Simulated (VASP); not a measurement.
The system is Sb.

```
CELL_PARAMETERS angstrom
3.16000 0.00000 0.00000
0.00000 3.16000 0.00000
0.00000 0.00000 3.16000
ATOMIC_POSITIONS crystal
Sb 0.00000 0.00000 0.00000
```

This isn't the form of Sb at room conditions, which is rhombohedral.

- Program: VASP 6.6.1
- Task: relaxation of cell and atoms
- Functional: PBE
- Potentials or basis: VASP PAW PBE potentials, release 64 (Sb)
- Cutoff: 600 eV
- k mesh: 14 × 14 × 14
- Occupations: gaussian, width 0.1 eV
- Spin: no spin polarisation

At the start: pressure -2.4 GPa; volume 31.55 Å³/atom.

Problem. How do energy, volume and symmetry change on relaxing?

Solution. Over 3 steps the energy falls by 11.3 meV/atom and the volume is 30.08 Å³/atom (-4.7 %); space group Pm-3m (No. 221, to 0.05 Å).

The path:
| step | energy change (eV) | largest force (eV/Å) | pressure (GPa) | volume (Å³) |
| --- | --- | --- | --- | --- |
| 1 | 0.0000 | 0.0000 | -2.35 | 31.55 |
| 2 | -0.0093 | 0.0000 | 1.13 | 29.48 |
| 3 | -0.0113 | 0.0000 | 0.01 | 30.08 |

Final structure:
```xyz
1
Lattice="3.1099 0.0000 0.0000 0.0000 3.1099 0.0000 0.0000 0.0000 3.1099" Properties=species:S:1:pos:R:3 pbc="T T T"
Sb    0.0000    0.0000    0.0000
```
